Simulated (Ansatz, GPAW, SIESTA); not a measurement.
# Ge: 4 runs at one level of theory

```
CELL_PARAMETERS angstrom
4.00312 0.00000 0.00000
-2.00156 3.46680 0.00000
0.00000 0.00000 13.15671
ATOMIC_POSITIONS crystal
Ge 0.33333 0.66667 0.15594
Ge 0.66667 0.33333 0.84406
Ge 0.66667 0.33333 0.65594
Ge 0.33333 0.66667 0.34406
Ge 0.00000 0.00000 0.09315
Ge 0.00000 0.00000 0.90685
Ge 0.00000 0.00000 0.59315
Ge 0.00000 0.00000 0.40685
```

This isn't the form of Ge at room conditions, which is diamond.

Alike in all runs: task single point; functional PBEsol; k mesh 8 × 8 × 2; occupations fermi-dirac, width 0.05 eV; no spin polarisation; no spin-orbit coupling. Pressure is positive in compression and, in plane waves, holds the error of the finite cutoff, which Ansatz's Pulay term estimates and takes out.

```
                                                                                      program and potentials  plane-wave cutoff (eV)                                                                                                                            notes  pressure (GPa)
                                                                                          Ansatz, Ansatz PAW                     420  potentials made for PBE, which Ansatz adapts in part; 14 valence electrons an atom on average; Pulay term of +0.02 GPa included            0.01
                                                              Ansatz, all-electron LAPW, scalar-relativistic                       -                                                                                                                                -            0.01
SIESTA, files PseudoDojo sr-pbesol-0.4.1-standard, DZP (energy shift 0.003 Ry; two zetas on semicore shells)                       -                                                                            atomic basis; 14 valence electrons an atom on average            1.14
                                                           GPAW, PAW data sets generated for this functional                     600                                                                                           4 valence electrons an atom on average            0.29
```

The pressure spans 0.01 (Ansatz, all-electron LAPW, scalar-relativistic) to 1.14 GPa (SIESTA, files PseudoDojo sr-pbesol-0.4.1-standard, DZP (energy shift 0.003 Ry; two zetas on semicore shells)), with all-electron results at 0.01. Rows in atomic bases carry the error of their basis and grid, which can be large.

Differences between rows come from potentials, basis sets and numerical settings, since the functional is the same but for its coding. Runs on potential files found faulty are left out.
